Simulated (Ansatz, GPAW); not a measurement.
# Geometry or basis: what sets the conductance of a C6 chain between two Au chains, part 2 of 3

How well does a C6 chain between two Au chains conduct once its atoms have relaxed, and how much do cheaper levels lose?

GPAW 26.7.0 and Ansatz 0.2.0; Ansatz plane waves; relaxation of the junction with the lead ends held (the session's first sound run).

So far. Step 2 (Relaxing the atoms): The relaxation lowered the energy of the cell by 0.753 eV.

## Step 3: Plane waves, PBE

A plane-wave run comes first: its basis does not favour the atoms, so it serves as the reference for the orbital bases.

This step: Ansatz plane waves; Landauer transmission by layers, zero bias (Ansatz 0.2.0).

The input, input.yaml:

```yaml
crystal:
  lattice:
    - [9.0, 0.0, 0.0]
    - [0.0, 9.0, 0.0]
    - [0.0, 0.0, 38.8482]
  atoms:
    - { symbol: Au, position: [0.5, 0.5, 0.0334635839] }
    - { symbol: Au, position: [0.5, 0.5, 0.1003907517] }
    - { symbol: Au, position: [0.5, 0.5, 0.1673179195] }
    - { symbol: Au, position: [0.5, 0.5, 0.2342450873] }
    - { symbol: Au, position: [0.5254497168, 0.4159771352, 0.3009656221] }
    - { symbol: Au, position: [0.5013513439, 0.4937725248, 0.366972554] }
    - { symbol: C, position: [0.5010495775, 0.4944879766, 0.4168851002] }
    - { symbol: C, position: [0.5026656705, 0.4893875253, 0.4494031914] }
    - { symbol: C, position: [0.5024780327, 0.489587535, 0.4837174685] }
    - { symbol: C, position: [0.5024923844, 0.4896302018, 0.516238104] }
    - { symbol: C, position: [0.5025766255, 0.4893018519, 0.5505537328] }
    - { symbol: C, position: [0.5015559145, 0.4942509097, 0.5830736057] }
    - { symbol: Au, position: [0.5017356998, 0.4932974053, 0.6329831845] }
    - { symbol: Au, position: [0.5176543277, 0.4148784133, 0.6990560627] }
    - { symbol: Au, position: [0.5, 0.5, 0.7657549127] }
    - { symbol: Au, position: [0.5, 0.5, 0.8326820805] }
    - { symbol: Au, position: [0.5, 0.5, 0.8996092483] }
    - { symbol: Au, position: [0.5, 0.5, 0.9665364161] }
kpoints:
  mp_grid: { grid: [1, 1, 2] }
hamiltonian:
  xc: pbe
scf:
  occupations: { method: fermi_dirac, width: 0.1 }
output:
  transmission:
    leads: [[0, 1]]
    e_range: [-2, 2]
    de: 0.025
    kmesh: [1, 1]
    reduced_basis: true
  write_potential: true
  write_density: true
  volumetric_format: npy
```

Command:

```
ansatz run input.yaml --threads 4 --pin off --max-ram 8192MiB --backend cpu --events-out ev --progress --plain --runs-dir out
```

Numbers of over 12 decimals in the logs are rounded to 6 here.

Log:

```text
[...]
Crystal: 18 atoms, lattice volume = 3146.704 Å³
Basis set: ecut = 420 eV, 61429 PW (Γ)
Bands: 152, of which v1, the nominal top of the filled ones, is band 126 counted from 1 (125 counted from 0)
Symmetry: 1 space group operations
[...]
k-points: 2
[...]
SCF iter   1: F=—  HF=-159273.198366 eV  |F-HF|=—  |Δ(HF+E_count)|=         —  Δρ=2.59e-3  dr2=3.24e-1  ethr=1.77e-3  ⟨swp⟩=8.0  Hψ=1203  notcnv=0  defer=16
[...]
SCF iter  14: F=-159273.173659 eV  HF=-159273.173659 eV  |F-HF|=1.16e-8  |Δ(HF+E_count)|=   8.41e-8  Δρ=7.05e-7  dr2=4.68e-8  ethr=3.97e-11  ⟨swp⟩=20.0  Hψ=1298  notcnv=0
SCF 1 converged in 14 iterations: F = -159273.173659 eV  dr2 = 4.68e-8
[...]
transmission: 49 of 294 steps passed
transmission: 98 of 294 steps passed
[...]
transmission: 294 of 294 steps passed
WARN: The output density's exchange-correlation potential varies sharply where the density is thin. Do not read a vacuum level from v_tot or v_xc, or from such a field of the output density. On a cell that repeats whose density bears no net charge and no dipole along the vacuum's axis use v_es (v_loc + v_h of the components); under efield.dipole_correction with no amplitude use v_es + v_field, which holds any externa [...]
SCF converged after 14 iterations
Free energy (F): -159273.173659 eV
[...]
Internal energy: -159272.591485 eV  (E = F + TS)
E sigma→0 (E₀):  -159272.882572 eV
Entropy (-TS):   -0.582175 eV (-32.343 meV/atom)
Fermi energy:    -4.452049 eV
[...]
--- Band table (eV) ---
  k-point 0: bands = [... 122 lower, -4.6588, -4.6447, -4.6149, -4.5842, -4.5477, -4.1076, -3.3187, -2.3155, ... 22 higher]
  k-point 1: bands = [... 122 lower, -4.7014, -4.6648, -4.6537, -4.5397, -4.5011, -4.1406, -3.2985, -2.3364, ... 22 higher]
--- Transmission ---
  basis      : 717 plane waves across, 49 finite elements along
  points     : 1, standing for a mesh of 1 x 1
  filling    : by the input's occupations and mesh, since the crystals that have channels conduct as metals do. If one of these is a semiconductor, that mesh has misplaced its level
  energies   : 161 from -2.000000 to 2.000000 eV about the Fermi level, 0.025000 eV apart; the leads are filled to 0.000000 eV, and channels, transmission and decay are at 0.000000 eV
  crystal 0  : Au1, at the sites [0, 1], period 2.6000 Å, over 20.80 Å; its Hamiltonian steps by up to 48.5 meV: too much for a lead, lay more layers or, if its atoms are ordered, name the step of that order
    offset         : up to 0.0000 Å between an atom of the period and one for which it stands
    filled         : 96.6 meV over the level at which it is neutral
    channels       : 1.000000e0 a spin
    conductance    : 9.8043e13 S/m² at 300 K; may be off by some 0.0 % by where its bands' edges are placed, 65.5 % from the distance to neutral
  junction   : crystal 0 to crystal 0, 0.70 to 36.95 Å
    transmission   : 8.668368e-2 a spin
    error estimate : 7.018043e-6 a spin from the reduction of the transverse basis, at the most 2.899880e-3 at -1.275000 eV
    conductance    : 1.2712e13 S/m² at 300 K (1.2700e13 on every other energy)
    error estimate : 0.1 % from the energy spacing and 0.0 % from band edges of the leads and from resonances (wavevectors taken as independent; lower de), 0.0 % from the reduction of the transverse basis, 180.5 % from the steps of its leads' Hamiltonians or their offsets (lay more layers), 351.2 % from the distance to neutral
    resistance     : 6.8469e-2 Ω µm² beyond half of each lead's own
```

The job ended after 95 s (4 threads of Intel Xeon Platinum 8488C (Sapphire Rapids), shared host; peak memory 4.5 GiB; 4.6 min of CPU time).

In the SCF lines HF is the Harris–Foulkes energy and dr2 the Hartree energy of the density residual, in eV; the loop may stop once dr2 is under the threshold and the program's other checks hold. Hψ counts applications of the Hamiltonian.

This step gave:

```
free energy                                             : -159273.1737 eV
lead level                                              : 0 eV from the Fermi level
transmission at the Fermi level (one spin)              : 0.08668
open channels of the lead at the Fermi level (one spin) : 1
step of the potential along the lead                    : 48.5 meV
offset of the lead                                      : 0 Å
filling of the lead less its bulk value, in size        : 96.6 meV
conductance                                             : 0.1329 G₀
```

One spin. The transmission, zone mean by energy, zero at the Fermi level:

```tsv
energy (eV)	transmission, zone mean
-2.000	1.79
-1.900	0.511
-1.800	0.376
-1.600	0.443
-1.450	0.908
-1.400	0.946
-1.350	1.17
-1.200	0.768
-1.175	1.25
-1.000	0.145
-0.800	0.0861
-0.600	0.0428
-0.400	0.0704
-0.200	0.412
-0.125	1.02
0.000	0.0867
0.200	0.0129
0.400	0.00485
0.600	0.00260
0.800	0.00171
1.000	0.00128
1.200	0.00107
1.400	9.7e-4
1.600	9.5e-4
1.800	9.7e-4
2.000	0.00106
```

One spin. The open channels, zone mean by energy, zero at the Fermi level:

energy (eV), open channels, zone mean and a bar from the least value:
```
   -2.000       3.00 ############
   -1.900       3.00 ############
   -1.800       3.00 ############
   -1.700       3.00 ############
   -1.600       3.00 ############
   -1.500       3.00 ############
   -1.400       5.00 ########################
   -1.300       5.00 ########################
   -1.200       5.00 ########################
   -1.100       5.00 ########################
   -1.000       6.00 ##############################
   -0.900       4.00 ##################
   -0.800       4.00 ##################
   -0.700       4.00 ##################
   -0.600       4.00 ##################
   -0.500       4.00 ##################
   -0.400       4.00 ##################
   -0.300       4.00 ##################
   -0.200       3.00 ############
   -0.100       1.00 
    0.000       1.00 
    0.100       1.00 
    0.200       1.00 
    0.300       1.00 
    0.400       1.00 
    0.500       1.00 
    0.600       1.00 
    0.700       1.00 
    0.800       1.00 
    0.900       1.00 
    1.000       1.00 
    1.100       1.00 
    1.200       1.00 
    1.300       1.00 
    1.400       1.00 
    1.500       1.00 
    1.600       1.00 
    1.700       1.00 
    1.800       1.00 
    1.900       1.00 
    2.000       1.00
```

Crystal 0, spin -, k parallel (0, 0); distinct values, listed up to 1.5 1/Å. Table of Im kz of the slowest decaying states by energy, zero at the Fermi level:

```tsv
energy (eV)	decay 1 (Å⁻¹)	decay 2 (Å⁻¹)	decay 3 (Å⁻¹)	decay 4 (Å⁻¹)
-2.000	0.629	0.716	0.716	1.45
-1.800	0.560	0.591	0.592	1.44
-1.600	0.405	0.405	0.478	1.42
-1.400	0.375	1.40	1.40	1.40
-1.200	0.226	1.38	1.38	1.38
-1.000	1.36	1.36	1.36	1.47
-0.800	0.329	0.329	1.34	1.35
-0.600	0.520	0.520	1.32	1.33
-0.400	0.636	0.636	1.30	1.31
-0.200	0.0899	0.720	1.28	1.29
0.000	0.121	0.122	0.245	0.786
0.200	0.197	0.197	0.336	0.839
0.400	0.244	0.245	0.404	0.884
0.600	0.279	0.279	0.460	0.923
0.800	0.306	0.306	0.507	0.956
1.000	0.327	0.327	0.547	0.985
1.200	0.343	0.343	0.581	1.01
1.400	0.355	0.355	0.611	1.03
1.600	0.363	0.363	0.637	1.05
1.800	0.368	0.368	0.661	1.05
2.000	0.370	0.370	0.681	1.03
```

Crystal 0, spin -, k parallel (0, 0). Re kz of states that move upwards against energy, zero at the Fermi level:

```tsv
energy (eV)	channel 1 (Å⁻¹)	channel 2 (Å⁻¹)	channel 3 (Å⁻¹)	channel 4 (Å⁻¹)	channel 5 (Å⁻¹)	channel 6 (Å⁻¹)
-2.0000	-0.693	-0.693	0.644	-	-	-
-1.7500	-0.614	-0.613	0.680	-	-	-
-1.5000	-0.540	-0.539	0.717	-	-	-
-1.2500	-0.468	-0.468	0.512	0.513	0.758	-
-1.0000	-0.397	-0.397	0.201	0.806	0.894	0.894
-0.7500	-0.324	-0.324	0.393	0.867	-	-
-0.5000	-0.243	-0.243	0.514	0.954	-	-
-0.2500	-0.140	-0.139	0.603	1.14	-	-
0.0000	0.669	-	-	-	-	-
0.2500	0.720	-	-	-	-	-
0.5000	0.762	-	-	-	-	-
0.7500	0.797	-	-	-	-	-
1.0000	0.828	-	-	-	-	-
1.2500	0.856	-	-	-	-	-
1.5000	0.882	-	-	-	-	-
1.7500	0.907	-	-	-	-	-
2.0000	0.931	-	-	-	-	-
```

The electrostatic potential energy of an electron (with the applied field's), less the Fermi level, planar mean oscillates, so the rows of the table below give means over windows of 2.52 Å about each position, cut where the curve ends. Its first 14 maxima inside the range that stand out by 2 % of the span (Å: eV): 2.6: 6.09, 5.2: 6.07, 7.8: 6.08, 10.4: 5.97, 12.9: 5.88, 15.4: 5.89, 16.8: 5.74, 18.1: 5.66, 19.4: 5.63, 20.7: 5.66, 22.0: 5.75, 23.5: 5.89, 25.9: 5.89, 28.5: 5.98. Its first 14 minima: 1.3: 4.47, 3.9: 4.44, 6.5: 4.49, 9.1: 4.40, 11.7: 4.38, 14.2: 4.28, 16.3: 5.08, 17.4: 5.04, 18.8: 4.96, 20.0: 4.96, 21.3: 5.05, 22.6: 5.08, 24.6: 4.29, 27.2: 4.39.

Table of electrostatic potential energy of an electron (with the applied field's), less the Fermi level, planar mean by z; means over each step:

```tsv
z (Å)	electrostatic potential energy of an electron (with the applied field's), less the Fermi level, planar mean (eV)
1.26	5.27
3.78	5.25
6.30	5.27
8.82	5.21
11.34	5.17
13.86	5.08
16.38	5.45
18.90	5.30
21.42	5.36
23.94	5.05
26.46	5.14
28.98	5.21
31.50	5.30
34.02	5.29
36.54	5.31
```

The valence density, planar mean oscillates, so the rows of the table below give means over windows of 2.59 Å about each position, cut where the curve ends. Its first 14 maxima inside the range that stand out by 2 % of the span (Å: e/Å³): 1.3: 0.212, 3.9: 0.211, 6.5: 0.211, 9.1: 0.211, 11.7: 0.212, 14.2: 0.212, 17.1: 0.0414, 19.1: 0.0403, 21.7: 0.0414, 24.6: 0.212, 27.2: 0.212, 29.8: 0.211, 32.4: 0.211, 35.0: 0.211. Its minima: 2.6: 0.0153, 5.2: 0.0150, 7.8: 0.0153, 10.4: 0.0148, 12.9: 0.0157, 15.4: 0.0254, 18.1: 0.0346, 20.7: 0.0346, 23.5: 0.0254, 25.9: 0.0156, 28.5: 0.0148, 31.1: 0.0153, 33.7: 0.0150, 36.3: 0.0153.

Table of valence density, planar mean by z; means over each step:

```tsv
z (Å)	valence density, planar mean (e/Å³)
1.29	0.0905
3.88	0.0904
6.47	0.0907
9.06	0.0904
11.65	0.0909
14.24	0.0915
16.84	0.0373
19.42	0.0378
22.02	0.0373
24.60	0.0914
27.20	0.0909
29.78	0.0904
32.38	0.0907
34.97	0.0904
37.55	0.0950
```

The largest of the program's own error estimates on the conductance is 351 %. T at the Fermi level is 0.0867; the potential still steps by 48.5 meV from one lead period to the next, more than the program accepts for a lead, so the cell is too short for a firm reference, and the program's own error estimates apply.

## Step 4: GPAW, dzp

The script solves lead and junction separately, takes H and S in the orbital basis, and joins semi-infinite leads through their self-energies; the dzp basis is the working standard.

This step: GPAW LCAO, PAW setups; Landauer transmission from Green's functions with principal layers (ASE), zero bias (GPAW 26.7.0).

The input, run.py:

```python
import json
import numpy as np
from ase import Atoms
from ase.transport.calculators import TransportCalculator
from gpaw import GPAW, FermiDirac
from gpaw.lcao.tools import get_lcao_hamiltonian
from scipy.linalg import eigh

# The junction with lead layers at both ends, along the third cell vector
device = Atoms(
    ['Au', 'Au', 'Au', 'Au', 'Au', 'Au', 'C', 'C', 'C', 'C', 'C', 'C', 'Au', 'Au', 'Au', 'Au', 'Au', 'Au'],
    positions=[
        [4.50000, 4.50000, 1.30000],
        [4.50000, 4.50000, 3.90000],
        [4.50000, 4.50000, 6.50000],
        [4.50000, 4.50000, 9.10000],
        [4.72905, 3.74379, 11.69197],
        [4.51216, 4.44395, 14.25622],
        [4.50945, 4.45039, 16.19524],
        [4.52399, 4.40449, 17.45851],
        [4.52230, 4.40629, 18.79155],
        [4.52243, 4.40667, 20.05492],
        [4.52319, 4.40372, 21.38802],
        [4.51400, 4.44826, 22.65136],
        [4.51562, 4.43968, 24.59026],
        [4.65889, 3.73391, 27.15707],
        [4.50000, 4.50000, 29.74820],
        [4.50000, 4.50000, 32.34820],
        [4.50000, 4.50000, 34.94820],
        [4.50000, 4.50000, 37.54820]],
    cell=[[9.0, 0.0, 0.0], [0.0, 9.0, 0.0], [0.0, 0.0, 38.8482]],
    pbc=True)

# One principal layer of the lead: the first 3 atoms of the device
lead = Atoms(
    ['Au', 'Au', 'Au'],
    positions=[
        [4.50000, 4.50000, 1.30000],
        [4.50000, 4.50000, 3.90000],
        [4.50000, 4.50000, 6.50000]],
    cell=[[9.0, 0.0, 0.0], [0.0, 9.0, 0.0], [0.0, 0.0, 7.8]],
    pbc=True)

settings = dict(mode='lcao', basis='dzp', xc='PBE', h=0.2,
                occupations=FermiDirac(0.1), maxiter=250,
                mixer=dict(beta=0.1, nmaxold=8, weight=100.0),
                convergence=dict(density=0.0001))
energies = np.arange(-2, 2 + 1e-9, 0.025)
eta = 0.0001
n1, n2 = 1, 1
# k and -k transmit alike, so half of the mesh across the current serves
mesh = [(i, j) for i in range(n1) for j in range(n2) if (i, j) <= (-i % n1, -j % n2)]
weights = np.array([1 if (i, j) == (-i % n1, -j % n2) else 2 for i, j in mesh]) / (n1 * n2)

# [... helper functions left out ...]
fermi_lead = ground_state(lead, (1, 1, 15), 'lead.txt')
fermi_device = ground_state(device, (1, 1, 2), 'device.txt')
# [... loop over the mesh left out, but for ...]
        # Shift the lead onto the potential of the device's first layer
        shift = ((H[:, 0, 0] - H0[:, 0, 0]) / S0[0, 0]).real.mean()
# [...]
kT = 8.617333e-5 * 300
bias = [0.1, 0.2, 0.5, 1.0, 1.5, 2.0]
# [... integrals and printing left out ...]
```

Command:

```
OMP_NUM_THREADS=1 OPENBLAS_NUM_THREADS=1 python run.py
```

Log:

```text
basis functions: device 258, principal layer 45
Fermi level: lead -4.6464 eV, device -4.6868 eV; lead shifted by 0.0007 eV
largest coupling past the next layer 2.46e-07 eV, largest misfit of the first layer 0.121 eV
  E-E_F (eV)   T (one spin)  [channel counts left out]
    -2.000    1.8926e+00
    -1.975    1.8922e+00
    -1.950    1.6579e+00
    -1.925    1.0123e+00
    -1.900    4.3153e-01
    -1.875    6.2739e-01
    -1.850    1.5941e-01
    -1.825    1.9526e-01
    -1.800    2.2869e-01
    -1.775    2.4933e-01
    -1.750    2.6054e-01
    -1.725    2.6594e-01
    -1.700    2.6813e-01
    -1.675    2.6889e-01
    -1.650    2.6942e-01
    -1.625    2.7059e-01
[...]
1.825    3.5629e-04
     1.850    3.5377e-04
     1.875    3.5153e-04
     1.900    3.4956e-04
     1.925    3.4785e-04
     1.950    3.4641e-04
     1.975    3.4522e-04
     2.000    3.4429e-04
conductance at 300 K: 0.12476 G0 a cell; thermopower 145.8 uV/K
current from the zero-bias T(E) at 0.1 V: 1.1212 uA
current from the zero-bias T(E) at 0.2 V: 3.1071 uA
current from the zero-bias T(E) at 0.5 V: 10.128 uA
current from the zero-bias T(E) at 1.0 V: 12.492 uA
current from the zero-bias T(E) at 1.5 V: 13.219 uA
current from the zero-bias T(E) at 2.0 V: 15.773 uA
```

It took 66 s on 1 thread; peak memory 1.2 GiB.

Numbers from this step:

```
conductance                                    : 0.1248 G₀
largest coupling past the next principal layer : 2.46e-7 eV
largest misfit of the first principal layer    : 0.1210 eV
shift that aligns the lead                     : 6.56e-4 eV
basis functions of the junction                : 258
basis functions of a principal layer           : 45
transmission at the Fermi level (one spin)     : 0.07682
```

One spin. The transmission, zone mean by energy, zero at the Fermi level:

energy (eV), log10 transmission, zone mean and a bar from the least value:
```
   -2.000        0.3 ##############################
   -1.875       -0.2 ##########################
   -1.800       -0.6 #######################
   -1.600       -0.6 #######################
   -1.400       -0.4 ########################
   -1.200        0.0 ############################
   -1.025       -0.1 ###########################
   -1.000       -0.4 #########################
   -0.800       -0.7 #######################
   -0.600       -1.6 ###############
   -0.400       -1.3 ##################
   -0.200       -0.3 #########################
   -0.125        0.0 ############################
    0.000       -1.1 ###################
    0.200       -2.0 ############
    0.400       -2.4 ########
    0.600       -2.7 ######
    0.800       -3.0 ####
    1.000       -3.1 ###
    1.200       -3.2 ##
    1.400       -3.3 #
    1.600       -3.4 
    1.800       -3.4 
    2.000       -3.5
```

Not self-consistent under bias; the bias window is split evenly. Table of current through one cell, from the zero-bias transmission by bias:

```tsv
bias (V)	current through one cell, from the zero-bias transmission (μA)
0.100	1.12
0.200	3.11
0.500	10.1
1.000	12.5
1.500	13.2
2.000	15.8
```

Transmission of the three most open eigenchannels against energy, zero at the Fermi level:

```tsv
energy (eV)	channel 1	channel 2	channel 3
-2.000	0.994	0.898	1.8e-4
-1.800	0.171	0.0578	1.6e-4
-1.600	0.156	0.117	8.4e-5
-1.400	0.260	0.111	1.9e-4
-1.200	0.721	0.340	1.6e-6
-1.000	0.354	0.0587	3.9e-6
-0.800	0.173	0.0487	3.7e-7
-0.600	0.0177	0.00838	4.4e-5
-0.400	0.0416	0.0110	9.9e-6
-0.200	0.418	0.0385	1.5e-7
0.000	0.0768	2.9e-12	0
0.200	0.0106	0	0
0.400	0.00377	0	0
0.600	0.00187	0	0
0.800	0.00112	0	0
1.000	7.5e-4	0	0
1.200	5.6e-4	0	0
1.400	4.6e-4	0	0
1.600	3.9e-4	0	0
1.800	3.6e-4	0	0
2.000	3.4e-4	0	0
```

At the Fermi level T is 0.0768 against 0.0867 in plane waves. Couplings past the next layer reach 2.5e-7 eV, small enough to drop; the matrix elements of the cell's first layer differ from the bulk lead's by up to 0.12 eV. That layer keeps its own values in the calculation, and only beyond it is the lead taken as perfect. The Fermi levels of lead and junction count from different zeros of potential, one for each periodic cell; with both set to zero, the small remaining shift is what aligns them. Without spin-orbit coupling, which is large for these atoms, channel counts and T are those of the scalar-relativistic bands. By hand: G = 0.1248 × 77.48 μS = 9.67 μS, a resistance of 103 kΩ; at 0.1 V a linear junction would pass 0.967 μA, and the integral over the bias window gives 1.12 μA.

## Step 5: GPAW, szp: basis = "szp(dzp)"

The second zeta is dropped, the polarisation orbitals stay.

run.py, as its differences from that of step 4:

```diff
@@ -43,3 +43,3 @@
 
-settings = dict(mode='lcao', basis='dzp', xc='PBE', h=0.2,
+settings = dict(mode='lcao', basis='szp(dzp)', xc='PBE', h=0.2,
                 occupations=FermiDirac(0.1), maxiter=250,
```

Log:

```text
basis functions: device 162, principal layer 27
Fermi level: lead -4.4852 eV, device -4.9980 eV; lead shifted by 0.0057 eV
largest coupling past the next layer 2.47e-07 eV, largest misfit of the first layer 0.111 eV
  E-E_F (eV)   T (one spin)  [channel counts left out]
    -2.000    1.6789e+00
    -1.975    1.8295e+00
    -1.950    1.9279e+00
[...]
1.975    3.0536e-04
     2.000    3.0959e-04
conductance at 300 K: 0.065227 G0 a cell; thermopower 204.2 uV/K
current from the zero-bias T(E) at 0.1 V: 0.64194 uA
current from the zero-bias T(E) at 0.2 V: 2.277 uA
current from the zero-bias T(E) at 0.5 V: 13.018 uA
current from the zero-bias T(E) at 1.0 V: 17.283 uA
current from the zero-bias T(E) at 1.5 V: 18.708 uA
current from the zero-bias T(E) at 2.0 V: 25.316 uA
```

Wall time 57 s (1 thread); peak memory 1.2 GiB.

Numbers from this step:

```
conductance                                    : 0.06523 G₀
largest coupling past the next principal layer : 2.47e-7 eV
largest misfit of the first principal layer    : 0.1107 eV
shift that aligns the lead                     : 0.005731 eV
basis functions of the junction                : 162
basis functions of a principal layer           : 27
transmission at the Fermi level (one spin)     : 0.03268
```

The conductance, 0.0652 G₀, lies 48 % below that of the dzp run.

(Part 2 of 3 ends here.)

[Logs are printed without paths, hosts, clocks, repeated set-up lines and the standing remarks that a program may print on its own settings, such as how far it seeks lower states.]

[Hosts, paths, dates, database ids (printed as entryN), source tags and the programs' standing remarks are cut or masked in the printed files.]
